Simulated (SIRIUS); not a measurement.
CuI (Marshite):

```xyz
2
Lattice="0.0000 3.0315 3.0315 3.0315 0.0000 3.0315 3.0315 3.0315 0.0000" Properties=species:S:1:pos:R:3 pbc="T T T"
I     0.0000    0.0000    0.0000
Cu    4.5473    4.5473    4.5473
```

Base run:

| Property | Result |
| --- | --- |
| Program | SIRIUS 7.12.0 |
| Functional | LDA |
| Potentials or basis | PseudoDojo 0.4.1 PBE standard (scalar relativistic) |
| Cutoff | 1254 eV |
| Density cutoff | 5016 eV |
| k mesh | 8 × 8 × 8 |
| Occupations | fermi-dirac, width 0.05 eV |
| Spin | no spin polarisation |
| Hubbard terms | Cu d U = 6 eV |

Its results: band gap on the k mesh 1.77 eV; pressure -3.6 GPa.

The run is repeated on the same cell with these changes: hubbard terms from Cu d U = 6 eV to Cu d U = 2 eV. What comes out?

Band gap on the k mesh 1.23 eV; pressure -4.2 GPa.

Caveats: the potentials were made for another functional, which shifts forces and pressure; spin-orbit coupling is left out, which moves the levels of the heavy elements.

A k mesh can miss the band edges.
